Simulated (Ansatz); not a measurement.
**AlN (zincblende): gap against strain (uniaxial along x, other directions held)**

AlN built on the zincblende prototype, relaxed with r2SCAN in the plane-wave code Ansatz, then strained (uniaxial along x, other directions held; changes of length per length, axes as in the cell below) with the atoms relaxed again within the symmetry that is left. The symmetry is F-43m (No. 216, cubic); a = 4.370 Å in the conventional setting, 10.43 Å³ an atom. Al has 4 N at 1.89 Å; N has 4 Al at 1.89 Å. Spin-unpolarised throughout; all numbers are computed.

```xyz
2
Lattice="0.0000 2.1849 2.1849 2.1849 0.0000 2.1849 2.1849 2.1849 0.0000" Properties=species:S:1:pos:R:3 pbc="T T T"
Al    0.0000    0.0000    0.0000
N     1.0924    1.0924    1.0924
```

Gaps are the least over each mesh (PBE 10×10×10, r2SCAN 10×10×10, HSE06 8×8×8 when unstrained) and the special points, which keep their unstrained names; stress is the change from the unstrained cell, compression positive.

| strain (%) | gap, PBE (eV) | gap, r2SCAN (eV) | gap, HSE06 (eV) | edges, HSE06 | stress along the strain, r2SCAN (GPa) | energy rise, r2SCAN (meV/atom) |
| --- | --- | --- | --- | --- | --- | --- |
| -1.61 | 3.242 | 3.860 | 4.474 | Γ → X | +4.98 | 2.6 |
| -0.65 | 3.291 | 3.908 | 4.520 | Γ → X | +2.01 | 0.4 |
| 0.0 | 3.325 | 3.941 | 4.552 | Γ → X | 0.00 | 0.0 |
| +2.5 | 3.241 | 3.848 | 4.455 | Γ → X | -7.62 | 6.2 |

Task: Estimate the row for a strain of -0.47 %.

Result:

| strain (%) | gap, PBE (eV) | gap, r2SCAN (eV) | gap, HSE06 (eV) | edges, HSE06 | stress along the strain, r2SCAN (GPa) | energy rise, r2SCAN (meV/atom) |
| --- | --- | --- | --- | --- | --- | --- |
| -0.47 | 3.301 | 3.917 | 4.529 | Γ → X | +1.45 | 0.2 |

Between zero and the nearest strains the slope of the HSE06 gap against strain is +0.049 eV per percent for negative and -0.039 for positive strain; it falls either way, as happens when edge states split or other valleys take over.

The meshes of the hybrids are coarse, so their gaps aren't converged to the digits shown.
